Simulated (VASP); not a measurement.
Runs of VASP 6.6.1 on Pr. The structure is cubic, space group Im-3m (No. 229). The conventional cell has a = 4.195 Å, b = 4.195 Å, c = 4.195 Å, α = 90.00°, β = 90.00°, γ = 90.00°. Pr (site symmetry m-3m) has 8 Pr at 3.63 Å as nearest neighbours. This isn't the form of Pr at room conditions, which is double hcp.

| task | level | potentials or basis | U | cell | cutoff (eV) | smearing | LDAUTYPE | hund's J | other keys | gap on the mesh (eV) | pressure (GPa) | moment (μB) |
| --- | --- | --- | --- | --- | --- | --- | --- | --- | --- | --- | --- | --- |
| single point | LDA | VASP PAW PBE potentials, release 64 (Pr) | - | as given | 520 | gaussian 0.02 eV | - | - | - | none | -7.2 | (a) |
| band structure | revPBE+D4 | VASP PAW PBE potentials, release 64 (Pr_3), 4f in core | - | as given | 520 | gaussian 0.05 eV | - | - | - | - | - | 0.35 |
| relaxation of the volume alone | PBE+U | VASP PAW PBE potentials, release 64 (Pr_3), 4f in core | Pr f U = 5 eV, J = 1.0 eV | relaxed | 600 | methfessel-paxton 0.01 eV | 2 | 1 | ISIF = 7; ISMEAR = 1; SIGMA = 0.01; NBANDS = 8 | none | 0.0 | 0.33 |
| single point | PBE | VASP PAW PBE potentials, release 64 (Pr) | - | as given | 520 | gaussian 0.02 eV | - | - | - | none | (b) | 2.77 |

Alike in all rows: spin collinear, ferromagnetic start; k mesh 9 × 9 × 9.

Task: Estimate the missing entries.

Result: (a) 2.82; (b) -1.5.

Caveats: the magnetic or orbital state may not be the lowest; spin-orbit coupling is left out, which moves the levels of the heavy elements; the PAW data sets were made with another functional, which shifts forces and pressure a little (some runs); the 4f electrons are frozen in the core as for a trivalent ion, so they carry no moment and show no levels (some runs); pairwise dispersion overbinds metals, which lowers pressure and volume (some runs); U is put on an f shell that these potentials keep in the core, so it has next to no effect (some runs); ASE's xc='lda' writes no GGA tag, so the PBE potentials set the functional and the run is PBE (some runs).

A k mesh can miss the band edges, and the runs leave out spin-orbit coupling on Pr.

A gap of «none» marks a metal or a gap under the smearing width.

The runs don't all hold the same shells in valence.
